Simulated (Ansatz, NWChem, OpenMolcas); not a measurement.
**Errors in the atomisation enthalpy at 298 K**

8 molecules with oxygen; the atomisation enthalpy at 298 K in kJ/mol, computed less measured. Shapes, held fixed at every level: PBE0-D4/def2-TZVP. Flexible molecules stand in one conformer, not always the lowest. Thermal terms are harmonic and unscaled (PBE0-D4/def2-TZVP); the spin-orbit lowering of the free atoms is taken from their spectra. Programs: Ansatz 0.2.0, NWChem 7.3.0, OpenMolcas 26.06. A level may come from different programs for different species; with the same settings they agree closely. Measured values: Active Thermochemical Tables, CRC Handbook of Chemistry and Physics, NIST-JANAF tables.

Levels: A = HF/cc-pVDZ; B = MP2/cc-pVDZ; C = CCSD/cc-pVDZ.

| molecule | from tabulated heats | A | B | C |
| --- | --- | --- | --- | --- |
| C2H3ClO (acetyl chloride) | 2700 | -876 | -154 | -270 |
| H2SO4 (sulfuric acid) | 2445 | -1484 | -464 | -648 |
| C2H6O (dimethyl ether) | 3175 | -940 | -224 | -272 |
| C3H6O (SMILES CC(C)=O) | 3924 | -1131 | -236 | -335 |
| C3H6O (propionaldehyde) | 3893 | -1134 | -236 | -334 |
| C3H6O (allyl alcohol) | 3832 | -1145 | -256 | -349 |
| C3H8O (SMILES CCCO) | 4399 | -1257 | -295 | -368 |
| C3H8O2 (dimethoxymethane) | 4742 | -1473 | -321 | -427 |

(1) Which level does best on this set, which worst, and which err to one side?

## Answers

(1) 
```
       level                   kind  mean error  mean absolute error  worst case
  HF/cc-pVDZ           Hartree–Fock     -1180.0               1180.0       H2SO4
 MP2/cc-pVDZ    perturbation theory      -273.2                273.2       H2SO4
CCSD/cc-pVDZ  coupled cluster or CI      -375.4                375.4       H2SO4
```

On this set MP2/cc-pVDZ has the smallest mean absolute error and HF/cc-pVDZ the largest. HF/cc-pVDZ is too low in 8 of 8; MP2/cc-pVDZ is too low in 8 of 8; CCSD/cc-pVDZ is too low in 8 of 8. Heats of the atoms come from ATcT where it has them. Hartree–Fock lacks correlation and underbinds. Correlated wave functions converge slowly with the basis. CCSD also lacks the triples, which bind further. The set is small.
